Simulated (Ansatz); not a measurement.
Computed properties of TiSe2

```
Ti Se
1.0
     3.55657    0.00000    0.00000
    -1.77828    3.08008    0.00000
     0.00000    0.00000    6.34763
Ti Se
1 2
Direct
  0.00000 0.00000 0.00000
  0.33333 0.66667 0.23993
  0.66667 0.33333 0.76007
```

Atom numbers follow the list: Ti1, Se2, Se3.

The cell is the one relaxed in the Materials Project (mp-2194), not relaxed further here; entries there can be hypothetical.

Methods: DFT, PBEsol, all-electron LAPW, scalar-relativistic (Ansatz 0.2.0); DFT, PBEsol, PAW with Ansatz's default frozen-core files, scalar-relativistic (Ansatz 0.2.0).

For LAPW: a Γ-centred 11×11×5 k mesh, Fermi–Dirac smearing of 0.05 eV, basis error target 1 meV/atom, no spin polarisation. PAW takes a cutoff of 420 eV at this cell (files made with PBE, cores remade for this functional). The Ansatz runs share mesh, smearing and spin set-up. Values come from LAPW unless marked.

```json
{
  "Stress xx, yy, zz (compression positive)": "-3.31, -3.31, -1.52 GPa",
  "Löwdin charges (with 0.15 e of the cell spilling out of the atomic basis, so their sizes and signs hang on that basis)": "Ti1 0.73, Se2 -0.29 e",
  "Pressure at this cell": "-2.72 GPa",
  "Band gap": "none: bands cross the Fermi level, a metal",
  "Volume per atom": "156.4 bohr³"
}
```

Give the computed value. Largest force.

0.055 eV/Å on Se2.

Give the computed value. Bader charges (from the PAW run).

Ti1 +1.57, Se2 -0.78 e.

Give the computed value. Density of states at the Fermi level (0.2 eV bin).

0.42 states/eV per cell.
